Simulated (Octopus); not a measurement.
# PtS2 (P-3m1) in Octopus: further runs

The runs below take PtS2 through single point, with PBE, PBE+D2, PBE+D3, PBE+D3(BJ), PBE+D3M(BJ), PBE+TS.

All numbers are computed with Octopus 16.4; they aren't measurements. Logs are shortened: lines on timing, memory, paths and dates and some standing lists are left out, and cuts for length are marked.

### 1 The structure

The structure is trigonal, space group P-3m1 (No. 164). The conventional cell has a = 3.543 Å, b = 3.543 Å, c = 5.039 Å, α = 90.00°, β = 90.00°, γ = 120.00°. Pt (site symmetry -3m) is surrounded by 6 S at 2.34 Å. S (site symmetry 3m) has 3 Pt at 2.34 Å as nearest neighbours.

### 2 Single point, PBE, 18.26 Å³/atom

Contents of inp:

```
CalculationMode = gs
UnitsOutput = eV_Angstrom
PeriodicDimensions = 3
ExperimentalFeatures = yes
PseudopotentialSet = pseudodojo_pbe
%LatticeParameters
 1*angstrom | 1*angstrom | 1*angstrom
%
%LatticeVectors
 3.5432 | 0 | 0
 -1.7716 | 3.0685012107 | 0
 0 | 0 | 5.0388
%
%ReducedCoordinates
 "Pt" | 0 | 0 | 0
 "S" | 0.6666666667 | 0.3333333333 | 0.773
 "S" | 0.3333333333 | 0.6666666667 | 0.227
%
%Spacing
 0.14172800*angstrom | 0.14172800*angstrom | 0.14396571*angstrom
%
DerivativesOrder = 8
%KPointsGrid
 6 | 6 | 4
%
KPointsUseSymmetries = yes
XCFunctional = gga_x_pbe + gga_c_pbe
SmearingFunction = fermi_dirac
Smearing = 0.05*eV
ExtraStates = 9
Eigensolver = chebyshev_filter
ConvRelDens = 1e-6
MaximumIter = 120
%Output
 density | cube
 elf | cube
 potential | cube
%
```

Potentials or basis: pseudodojo_pbe (PseudoDojo 0.5, PBE).

On the command line:

```sh
> OMP_NUM_THREADS=1 octopus > out.log
```

out.log:

```text
Running octopus

Version                : 16.4
Optional libraries     :

************************** Calculation Mode **************************
Input: [CalculationMode = gs]
**********************************************************************

Input: [SpinComponents = unpolarized]

******************************* Space ********************************
Octopus will run in 3 dimension(s).
Octopus will treat the system as periodic in 3 dimension(s).
**********************************************************************

Input: [AllElectronType = no]
Input: [PseudopotentialSet = pseudodojo_pbe]
Reading Coordinates from ReducedCoordinates block

****************************** Species *******************************
  Species 'Pt'
    type             : pseudopotential
    file             : 'Pt.upf'
    file format      : UPF2
    valence charge   : 18.0
    atomic number    :  78
    form on file     : kleinman-bylander
    lmax             : 3
    llocal           : -1
    projectors per l : 2
    total projectors : 8
    application form : kleinman-bylander
    orbitals         : 10
    bound orbitals   : 10

  Species 'S'
    type             : pseudopotential
    file             : 'S.upf'
    file format      : UPF2
    valence charge   : 6.0
    atomic number    :  16
    form on file     : kleinman-bylander
    lmax             : 2
    llocal           : -1
    projectors per l : 2
    total projectors : 6
    application form : kleinman-bylander
    orbitals         :  4
    bound orbitals   :  4

**********************************************************************

***************************** Symmetries *****************************
Space group No.  164
International: P-3m1
Schoenflies: D3d^3
Info: The system has    12 symmorphic symmetries that can be used.
  Index                Rotation matrix                      Fractional translations
    1 :     1   0   0     0   1   0     0   0   1      0.000000    0.000000    0.000000
    2 :    -1   0   0     0  -1   0     0   0  -1      0.000000    0.000000    0.000000
    3 :     0   1   0    -1  -1   0     0   0   1      0.000000    0.000000    0.000000
    4 :     0  -1   0     1   1   0     0   0  -1      0.000000    0.000000    0.000000
    5 :    -1  -1   0     1   0   0     0   0   1      0.000000    0.000000    0.000000
    6 :     1   1   0    -1   0   0     0   0  -1      0.000000    0.000000    0.000000
    7 :     0   1   0     1   0   0     0   0  -1      0.000000    0.000000    0.000000
    8 :     0  -1   0    -1   0   0     0   0   1      0.000000    0.000000    0.000000
    9 :     1   0   0    -1  -1   0     0   0  -1      0.000000    0.000000    0.000000
   10 :    -1   0   0     1   1   0     0   0   1      0.000000    0.000000    0.000000
   11 :    -1  -1   0     0   1   0     0   0  -1      0.000000    0.000000    0.000000
   12 :     1   1   0     0  -1   0     0   0   1      0.000000    0.000000    0.000000
Info: The system also has     0 nonsymmorphic symmetries (not used for electrons).
**********************************************************************

Input: [CurvMethod = curv_affine]
Input: [DerivativesStencil = stencil_stargeneral]

****************************** Lattice *******************************
  Lattice Vectors [A]
    3.543200    0.000000    0.000000
   -1.771600    3.068501    0.000000
    0.000000    0.000000    5.038800
  Cell volume =            54.7834 [A^3]
  Reciprocal-Lattice Vectors [A^-1]
    1.773308    1.023820   -0.000000
    0.000000    2.047640    0.000000
    0.000000   -0.000000    1.246961
  Cell angles [degree]
    alpha =   90.000
[... 128 lines left out ...]
Input: [Eigensolver = chebyshev_filter]
Input: [SubspaceDiagonalization = standard]
**********************************************************************

Input: [MixField = potential] (what to mix during SCF cycles)
Input: [MixingScheme = broyden]
Info: Mixing uses    4 steps and restarts after   20 steps.
Input: [LCAOStart = lcao_states]
Input: [LCAOScaleFactor = 1.000]
Input: [LCAOMaximumOrbitalRadius = 10.58 A]

** Warning:
**   Cannot do LCAO for all states because there are not enough atomic orbitals.
**   Required: 24. Available: 18. 6 orbitals will be randomized.

Info: Unnormalized total charge =     30.001972
Info: Renormalized total charge =     30.000000

** Warning:
**   Symmetrization discrepancy ratio (scalar) =  3.14172E-06

Info: Setting up Hamiltonian.
Info: Performing initial LCAO calculation with     18 orbitals.
Info: Getting Hamiltonian matrix elements.

Eigenvalues [eV]
 #st  Spin   Eigenvalue      Occupation
#k =       1, k = (  0.000000,  0.000000,  0.000000)
   1   --   -91.486030       2.000000
   2   --   -45.868753       2.000000
   3   --   -45.868651       2.000000
   4   --   -45.762665       2.000000
   5   --   -10.123496       2.000000
   6   --    -7.041443       2.000000
[... 10 lines left out ...]
  17   --     9.024702       2.000000
  18   --    12.819327       0.000000
#k =       2, k = (  0.166667,  0.000000,  0.000000)
   1   --   -91.446949       2.000000
   2   --   -45.831879       2.000000
   3   --   -45.726396       2.000000
   4   --   -45.584986       2.000000
   5   --    -9.733744       2.000000
   6   --    -7.140219       2.000000
[... 10 lines left out ...]
  17   --     9.898739       2.000000
  18   --    14.185145       0.000000
[... 22 further k-points ...]
Fermi energy =    11.721065 eV
Generating random wavefunctions for states       19 and above
Orthogonalizing wavefunctions.
Info: Ground-state restart information will be written to 'restart/gs'.
Info: SCF using complex wavefunctions.
Info: Starting SCF iteration.

** Warning:
**   Symmetrization discrepancy ratio (scalar) =  3.92949E-02

*********************** SCF CYCLE ITER #    1 ************************
 etot  = -4.02119862E+03 abs_ev   =  7.54E+01 rel_ev   =  1.66E-01
 ediff =        1.48E+02 abs_dens =  2.45E+00 rel_dens =  8.17E-02
Matrix vector products: 600
Converged eigenvectors: 0

#  State  KPoint  Eigenvalue [eV]  Occupation    Error
      1       1      -91.487478    2.000000   ( 8.7E-07)
      1       3      -91.487478    2.000000   ( 1.5E-06)
      1       9      -91.487478    2.000000   ( 4.0E-06)
      1       2      -91.487349    2.000000   ( 2.1E-06)
      1       6      -91.487349    2.000000   ( 1.4E-06)
      1       5      -91.487349    2.000000   ( 2.0E-06)
      1      13      -91.487349    2.000000   ( 6.6E-06)
      1       4      -91.487155    2.000000   ( 3.8E-06)
[... 23 lines left out ...]
     24      22       20.077860    0.000000   ( 1.2E-01)
     24       7       20.145398    0.000000   ( 1.7E-01)
     24       3       20.169036    0.000000   ( 1.4E-01)
     24      10       20.199384    0.000000   ( 1.2E-01)
     24      11       20.258622    0.000000   ( 1.7E-01)
     24       1       20.294594    0.000000   ( 1.2E-01)
     24      14       20.354298    0.000000   ( 1.3E-01)
     24      19       20.915694    0.000000   ( 1.7E-01)

Density of states:

----------------------------%-----------------------------------------
----------------------------%------------------------------%----------
----------------------------%---------------------------%--%----------
----------------------------%---------------------------%--%----------
----------------------------%---------------------------%%-%-%--------
----------------------------%----------------------%----%%%%-%----%%--
----------------------------%----------------------%----%%%%-%--%%%%--
%---------------------------%----------------------%----%%%%-%--%%%%--
%---------------------------%----------------------%---%%%%%-%-%%%%%%-
%---------------------------%---------------------%%---%%%%%%%-%%%%%%%
                                                            ^

Fermi energy =     6.573579 eV

**********************************************************************

*********************** SCF CYCLE ITER #    2 ************************
 etot  = -4.20802100E+03 abs_ev   =  4.02E+01 rel_ev   =  8.12E-02
 ediff =        6.87E+00 abs_dens =  2.00E+00 rel_dens =  6.66E-02
Matrix vector products: 600
Converged eigenvectors: 0
[... 139 lines left out ...]
*********************** SCF CYCLE ITER #   14 ************************
 etot  = -4.15332885E+03 abs_ev   =  3.41E-04 rel_ev   =  7.08E-07
 ediff =        2.69E-05 abs_dens =  7.05E-06 rel_dens =  2.35E-07
Matrix vector products: 600
Converged eigenvectors: 0

#  State  KPoint  Eigenvalue [eV]  Occupation    Error
      1       1      -94.030160    2.000000   ( 1.4E-07)
      1       3      -94.030160    2.000000   ( 1.4E-07)
      1       9      -94.030160    2.000000   ( 1.3E-07)
      1       2      -94.030048    2.000000   ( 1.6E-07)
      1       6      -94.030048    2.000000   ( 1.6E-07)
      1       5      -94.030048    2.000000   ( 1.4E-07)
      1      13      -94.030048    2.000000   ( 1.6E-07)
      1       4      -94.029880    2.000000   ( 1.5E-07)
[... 23 lines left out ...]
     24      12       18.058812    0.000000   ( 3.8E-02)
     24      11       18.062643    0.000000   ( 5.5E-02)
     24      19       18.085628    0.000000   ( 4.0E-02)
     24       3       18.196848    0.000000   ( 7.0E-02)
     23       1       18.219040    0.000000   ( 3.8E-02)
     24       1       18.401698    0.000000   ( 5.0E-02)
     24      22       18.664460    0.000000   ( 5.5E-02)
     24      24       19.237598    0.000000   ( 3.2E-02)

Density of states:

----------------------------%-----------------------------------------
----------------------------%-----------------------------------------
----------------------------%----------------------------%------------
----------------------------%----------------------------%-%------%---
----------------------------%----------------------------%%%%-%---%%--
----------------------------%----------------------------%%%%-%---%%--
----------------------------%------------------------%---%%%%-%--%%%--
%---------------------------%-----------------------%%---%%%%-%-%%%%%-
%---------------------------%-----------------------%%--%%%%%-%-%%%%%-
%---------------------------%-----------------------%%--%%%%%%%-%%%%%-
                                                             ^

Fermi energy =     6.081415 eV

**********************************************************************

Info: SCF converged in   14 iterations

** Warning:
**   Some of the states are not fully converged!

Info: Number of matrix-vector products:       8400
Info: Writing output to static/

Info: Finished writing information to 'restart/gs'.

Octopus emitted 19 warnings.
```

Run time: 3 min. Hardware: 1 thread of Arm Neoverse V2, shared host; peak memory 0.67 GiB.

What came out:

| Item | Value |
| --- | --- |
| Free energy | -4153.3290 eV |
| Largest force | 1.259 eV/Å |
| Band gap on the k mesh | 0.96 eV, indirect (least direct gap 1.48 eV) |

Caveat: spin-orbit coupling is left out, which moves the levels of the heavy elements; forces of over 1 eV/Å show positions far from the minimum, so gaps and moduli don't describe the material at rest.

### 3 Single point, PBE+D2, 18.26 Å³/atom

Changes to inp since step 2:

```diff
@@ -27,2 +27,4 @@
 XCFunctional = gga_x_pbe + gga_c_pbe
+VDWCorrection = vdw_d2
+VDWD3Functional = "pbe"
 SmearingFunction = fermi_dirac
```

Potentials or basis: pseudodojo_pbe (PseudoDojo 0.5, PBE).

On the command line:

```sh
> OMP_NUM_THREADS=1 octopus > out.log
```

Wall time 3 min (1 thread of Arm Neoverse V2, shared host); peak memory 0.68 GiB.

Results (log left out):

| Item | Value |
| --- | --- |
| Free energy | -4153.9886 eV |
| Largest force | 1.257 eV/Å |
| Band gap on the k mesh | 0.96 eV, indirect (least direct gap 1.48 eV) |

Caveat: spin-orbit coupling is left out, which moves the levels of the heavy elements; forces of over 1 eV/Å show positions far from the minimum, so gaps and moduli don't describe the material at rest.

### 4 Single point, PBE+D3, 18.26 Å³/atom

Changes to inp since step 3:

```diff
@@ -27,3 +27,3 @@
 XCFunctional = gga_x_pbe + gga_c_pbe
-VDWCorrection = vdw_d2
+VDWCorrection = vdw_d3_zero_damping
 VDWD3Functional = "pbe"
@@ -35,6 +35 @@
 MaximumIter = 120
-%Output
- density | cube
- elf | cube
- potential | cube
-%
```

On the command line:

```sh
> OMP_NUM_THREADS=1 octopus > out.log
```

It took 3 min on 1 thread of Arm Neoverse V2, shared host; peak memory 0.68 GiB.

Results (log left out):

```yaml
Free_energy: -4154.3037 eV
Largest_force: 1.223 eV/Å
Band_gap_on_the_k_mesh: 0.96 eV, indirect (least direct gap 1.48 eV)
```

Caveat: spin-orbit coupling is left out, which moves the levels of the heavy elements; forces of over 1 eV/Å show positions far from the minimum, so gaps and moduli don't describe the material at rest.

### 5 Single point, PBE+D3(BJ), 18.26 Å³/atom

Changes to inp since step 4:

```diff
@@ -27,3 +27,3 @@
 XCFunctional = gga_x_pbe + gga_c_pbe
-VDWCorrection = vdw_d3_zero_damping
+VDWCorrection = vdw_d3_bj
 VDWD3Functional = "pbe"
```

On the command line:

```sh
> OMP_NUM_THREADS=1 octopus > out.log
```

Run time: 3.1 min. Hardware: 1 thread of Arm Neoverse V2, shared host; peak memory 0.68 GiB.

Results (log left out):

| Item | Value |
| --- | --- |
| Free energy | -4154.5968 eV |
| Largest force | 1.226 eV/Å |
| Band gap on the k mesh | 0.96 eV, indirect (least direct gap 1.48 eV) |

Caveat: spin-orbit coupling is left out, which moves the levels of the heavy elements; forces of over 1 eV/Å show positions far from the minimum, so gaps and moduli don't describe the material at rest.

### 6 Single point, PBE+D3M(BJ), 18.26 Å³/atom

Changes to inp since step 5:

```diff
@@ -27,3 +27,3 @@
 XCFunctional = gga_x_pbe + gga_c_pbe
-VDWCorrection = vdw_d3_bj
+VDWCorrection = vdw_d3m_bj
 VDWD3Functional = "pbe"
```

Potentials or basis: pseudodojo_pbe (PseudoDojo 0.5, PBE).

On the command line:

```sh
> OMP_NUM_THREADS=1 octopus > out.log
```

Run time: 3 min. Hardware: 1 thread of Arm Neoverse V2, shared host; peak memory 0.68 GiB.

It converged, with:

```
Free energy            : -4155.9283 eV
Largest force          : 1.305 eV/Å
Band gap on the k mesh : 0.96 eV, indirect (least direct gap 1.48 eV)
```

Caveat: spin-orbit coupling is left out, which moves the levels of the heavy elements; forces of over 1 eV/Å show positions far from the minimum, so gaps and moduli don't describe the material at rest.

### 7 Single point, PBE+TS, 18.26 Å³/atom

Changes to inp since step 6:

```diff
@@ -27,4 +27,3 @@
 XCFunctional = gga_x_pbe + gga_c_pbe
-VDWCorrection = vdw_d3m_bj
-VDWD3Functional = "pbe"
+VDWCorrection = vdw_ts
 SmearingFunction = fermi_dirac
```

On the command line:

```sh
> OMP_NUM_THREADS=1 octopus > out.log
```

It took 3 min on 1 thread of Arm Neoverse V2, shared host; peak memory 0.67 GiB.

It converged, with:

* Free energy: -4153.9618 eV
* Largest force: 1.297 eV/Å
* Band gap on the k mesh: 0.95 eV, indirect (least direct gap 1.47 eV)

Caveat: the TS correction of this program wasn't checked against another; spin-orbit coupling is left out, which moves the levels of the heavy elements; forces of over 1 eV/Å show positions far from the minimum, so gaps and moduli don't describe the material at rest.
